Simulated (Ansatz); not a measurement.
**Cold compression of TaN (WC type)**

```
CELL_PARAMETERS angstrom
2.95015 0.00000 0.00000
-1.47508 2.55491 0.00000
0.00000 0.00000 2.89773
ATOMIC_POSITIONS crystal
Ta 0.00000 0.00000 0.00000
N 0.33333 0.66667 0.50000
```

The cell comes from a relaxation on PAW files under the same functional, begun from a prototype that needn't be the stable phase.

Its volume is scaled, and at each volume shape and atoms are relaxed on PAW files; all methods then take that cell.

Level of theory: DFT with PBE, scalar-relativistic, in Ansatz 0.2.0; a Γ-centred 15×15×13 k mesh, Fermi–Dirac smearing of 0.05 eV, no spin polarisation. LAPW: all electrons, basis error target 1 meV/atom; PAW: frozen-core files, cutoff 420 eV; crystal datasets: all electrons, by PAW datasets that the program makes for each cell; norm-conserving: pseudopotentials, cutoff 1240 eV; PAW (cutoff 300 eV): frozen-core files, cutoff 300 eV.

Energies are extrapolated to zero smearing and count from the unscaled cell; pressure is positive in compression; gaps take the mesh and a band path. No temperature or zero-point motion is included.

Spin–orbit coupling is left out, which matters for the heavy atoms.

| V/V0 | V (Å³/atom) | P LAPW (GPa) | ΔE LAPW (eV/atom) | P PAW − LAPW (GPa) | ΔE PAW − LAPW (meV/atom) | space group | shortest distance (Å) |
| --- | --- | --- | --- | --- | --- | --- | --- |
| 1.00 | 10.92 | 0.21 | 0.000 | -0.20 | 0.0 | P-6m2 | 2.236 |
| 0.94 | 10.27 | 23.8 | 0.047 | 0.01 | -0.4 | P-6m2 | 2.191 |
| 0.88 | 9.61 | 56.3 | 0.207 | 0.36 | 0.3 | P-6m2 | 2.144 |
| 0.80 | 8.74 | ? | ? | ? | ? | ? | ? |
| 0.72 | 7.86 | 218.3 | 1.575 | 2.76 | 14.7 | P-6m2 | 2.008 |
| 0.64 | 6.99 | 374.7 | 3.159 | 5.67 | 36.8 | P-6m2 | 1.933 |
| 0.55 | 6.01 | 676.3 | 6.291 | 11.96 | 88.2 | P-6m2 | 1.841 |

Fit the Vinet equation to the LAPW pressures shown (residuals weighted by 1/(|P| + 0.03·Pmax)), and predict the pressure of the withheld row.

The fit gives V0 = 10.93 Å³/atom, B0 = 331 GPa and B0′ = 4.40. At 8.74 Å³/atom, x = (V/V0)^(1/3) = 0.9281, and P = 3·B0·(1 − x)/x²·exp[1.5·(B0′ − 1)·(1 − x)] = 119.8 GPa. The run itself gave 119.6 GPa (+0.2 % off) and ΔE = 0.674 eV/atom.

At the smallest volume, how far do crystal datasets and norm-conserving and PAW (cutoff 300 eV) lie from LAPW in pressure?

crystal datasets: 0.00 GPa; norm-conserving: -0.88 GPa; PAW (cutoff 300 eV): +14.78 GPa, on a LAPW pressure of 676.3 GPa.

How do the Löwdin populations by LAPW change from the unscaled cell to the last row?

Ta 5s 1.96 → 1.87, Ta 6s 0.53 → 0.44, Ta 5p 5.99 → 5.94, Ta 5d 3.77 → 4.36, N 2s 1.50 → 1.26, N 2p 4.19 → 4.11 electrons an atom. These are projections on the shells that the free atoms fill; 0.08 e a cell lies outside them at the start and 0.06 e at the end.
